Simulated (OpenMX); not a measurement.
**Ta in OpenMX: the effect of volume scale**

The system is Ta.

```
Ta
1.0
     2.77938    0.00000    0.00000
    -1.38969    2.40701    0.00000
     0.00000    0.00000    4.95076
Ta
2
Direct
  0.33333 0.66667 0.25000
  0.66667 0.33333 0.75000
```

This isn't the form of Ta at room conditions, which is bcc.

Alike in all runs:

- Program: OpenMX 3.8.5
- Task: single point
- Functional: PBE
- Potentials or basis: OpenMX 2013 PBE set, Ta7.0-s3p2d2f1, grid cutoff 400 Ry
- k mesh: 9 × 9 × 5
- Occupations: fermi-dirac, width 0.05 eV
- Spin: no spin polarisation

| volume scale | pressure (GPa) |
| --- | --- |
| 0.88 | 29.3 |
| 0.92 | 17.1 |
| 0.96 | ? |
| 1 | -1.3 |
| 1.04 | -8.1 |
| 1.08 | -13.7 |

**Question.** What does the run with volume scale 0.96 give?

**Answer.** Pressure 7.0 GPa.

Worked out: A parabola through the other rows of the pressure, of slope -234 GPa per unit of volume scale there, gives 7.2 GPa, against the run's 7.0.

Caveats: the basis of atomic orbitals isn't converged, which shifts pressures, moduli and gaps.
